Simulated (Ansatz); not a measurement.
In₂O₃ (R-3c) from a database structure, relaxed with r2SCAN in Ansatz. The symmetry is R-3c (No. 167, trigonal); a = 5.508 Å, c = 14.560 Å in the conventional setting, 12.75 Å³ an atom. Around In lie 6 O at 2.13–2.26 Å; around O lie 4 In at 2.13–2.26 Å.

The axes x, y and z are those of this cell:
```yaml
crystal:
  lattice:
    - [2.75390, 1.58997, 4.85346]
    - [-2.75390, 1.58997, 4.85346]
    - [0.00000, -3.17994, 4.85346]
  atoms:
    - { symbol: In, position: [0.64292, 0.64292, 0.64292] }
    - { symbol: In, position: [0.85708, 0.85708, 0.85708] }
    - { symbol: In, position: [0.35708, 0.35708, 0.35708] }
    - { symbol: In, position: [0.14292, 0.14292, 0.14292] }
    - { symbol: O, position: [0.04659, 0.75000, 0.45341] }
    - { symbol: O, position: [0.75000, 0.45341, 0.04659] }
    - { symbol: O, position: [0.45341, 0.04659, 0.75000] }
    - { symbol: O, position: [0.95341, 0.25000, 0.54659] }
    - { symbol: O, position: [0.54659, 0.95341, 0.25000] }
    - { symbol: O, position: [0.25000, 0.54659, 0.95341] }
```

Unstrained: The PBE gap is indirect, 1.221 eV (k = (0, 0.193, -0.198) to Γ), below the direct gap of 1.271 eV at Γ. With r2SCAN the valence top lies at k = (0, 0.193, -0.198) and the conduction bottom at Γ, 1.798 eV higher; the smallest vertical gap, at Γ, is 1.836 eV. HSE06 gives an indirect gap of 2.729 eV, from k = (0, 0.193, -0.198) to Γ; the least direct gap is 2.740 eV at Γ. Least and direct gap differ so little that the kind isn't settled. Meshes: PBE 6×6×6, r2SCAN 6×6×6, HSE06 4×4×4. Strains are changes of length per length. After each strain the atoms were relaxed again with r2SCAN in this cell and within any symmetry left, so distortions that break it or need a larger cell weren't tested; points keep the names that they have in the unstrained zone. No spin polarisation and no zero-point or thermal motion.

(1) Estimate what isotropic +1.0 % on every length does to the gap.

(2) Estimate what isotropic -1.0 % on every length does to the gap.

(3) Apply isotropic -2.0 % on every length. How far does the gap move, against the unstrained cell?

(4) Estimate what isotropic +3.0 % on every length does to the gap.

(5) Apply isotropic +2.0 % on every length. How far does the gap move, against the unstrained cell?

(6) Estimate what isotropic -3.0 % on every length does to the gap.

(7) Order the strained cells by their HSE06 gap, smallest first.
A. isotropic -1.0 % on every length
B. isotropic -3.0 % on every length
C. isotropic +2.0 % on every length
D. isotropic +3.0 % on every length
E. isotropic -2.0 % on every length
F. isotropic +1.0 % on every length

Results:

(1) PBE: the gap goes from 1.221 to 1.022 eV (-0.199 eV); the edges go from (0, 0.193, -0.198) → Γ to Γ–S₀ (0.52) → Γ. r2SCAN: the gap goes from 1.798 to 1.591 eV (-0.207 eV); the edges go from (0, 0.193, -0.198) → Γ to Γ–S₀ (0.52) → Γ. HSE06: the gap goes from 2.729 to 2.504 eV (-0.225 eV); the edges go from (0, 0.193, -0.198) → Γ to Γ–S₀ (0.52) → Γ. The r2SCAN energy rises by 6.2 meV an atom.

(2) PBE: the gap goes from 1.221 to 1.425 eV (+0.204 eV); the edges go from (0, 0.193, -0.198) → Γ to (0.021, 0.031, 0.323) → Γ. r2SCAN: the gap goes from 1.798 to 2.011 eV (+0.213 eV); the edges go from (0, 0.193, -0.198) → Γ to (0.021, 0.031, 0.323) → Γ. HSE06: the gap goes from 2.729 to 2.943 eV (+0.214 eV); it turns from indirect ((0, 0.193, -0.198) → Γ) to direct (Γ); least and direct gap lie within 0.04 eV, so its kind isn't settled. The r2SCAN energy rises by 6.7 meV an atom.

(3) PBE: the gap goes from 1.221 to 1.620 eV (+0.399 eV); it turns from indirect ((0, 0.193, -0.198) → Γ) to direct (Γ). r2SCAN: the gap goes from 1.798 to 2.199 eV (+0.401 eV); it turns from indirect ((0, 0.193, -0.198) → Γ) to direct (Γ); least and direct gap lie within 0.04 eV, so its kind isn't settled. HSE06: the gap goes from 2.729 to 3.145 eV (+0.416 eV); it turns from indirect ((0, 0.193, -0.198) → Γ) to direct (Γ); least and direct gap lie within 0.04 eV, so its kind isn't settled. The r2SCAN energy rises by 27.7 meV an atom.

(4) PBE: the gap goes from 1.221 to 0.642 eV (-0.579 eV); the edges go from (0, 0.193, -0.198) → Γ to Γ–S₀ (0.51) → Γ. r2SCAN: the gap goes from 1.798 to 1.192 eV (-0.606 eV); the edges go from (0, 0.193, -0.198) → Γ to Γ–S₀ (0.51) → Γ. HSE06: the gap goes from 2.729 to 2.068 eV (-0.661 eV); the edges go from (0, 0.193, -0.198) → Γ to Γ–S₀ (0.51) → Γ. The r2SCAN energy rises by 51.9 meV an atom.

(5) PBE: the gap goes from 1.221 to 0.828 eV (-0.393 eV); the edges go from (0, 0.193, -0.198) → Γ to Γ–S₀ (0.52) → Γ. r2SCAN: the gap goes from 1.798 to 1.388 eV (-0.410 eV); the edges go from (0, 0.193, -0.198) → Γ to Γ–S₀ (0.52) → Γ. HSE06: the gap goes from 2.729 to 2.283 eV (-0.446 eV); the edges go from (0, 0.193, -0.198) → Γ to Γ–S₀ (0.52) → Γ. The r2SCAN energy rises by 23.9 meV an atom.

(6) PBE: the gap goes from 1.221 to 1.794 eV (+0.573 eV); it turns from indirect ((0, 0.193, -0.198) → Γ) to direct (Γ). r2SCAN: the gap goes from 1.798 to 2.379 eV (+0.581 eV); it turns from indirect ((0, 0.193, -0.198) → Γ) to direct (Γ); least and direct gap lie within 0.04 eV, so its kind isn't settled. HSE06: the gap goes from 2.729 to 3.346 eV (+0.617 eV); it turns from indirect ((0, 0.193, -0.198) → Γ) to direct (Γ); least and direct gap lie within 0.04 eV, so its kind isn't settled. The r2SCAN energy rises by 64.6 meV an atom.

(7) D (2.07 eV), C (2.28 eV), F (2.50 eV), A (2.94 eV), E (3.15 eV), B (3.35 eV).

Spin-orbit coupling is left out.

Where an edge lies off the special points, it is a point of the mesh or the k point where a search put PBE's edge or least direct gap, reused for the other functionals, whose own edges may lie a little apart.

Coordinates of k points refer to the reciprocal vectors of the primitive cell of the runs.

The meshes of the hybrids are coarse, so their gaps aren't converged to the digits shown.
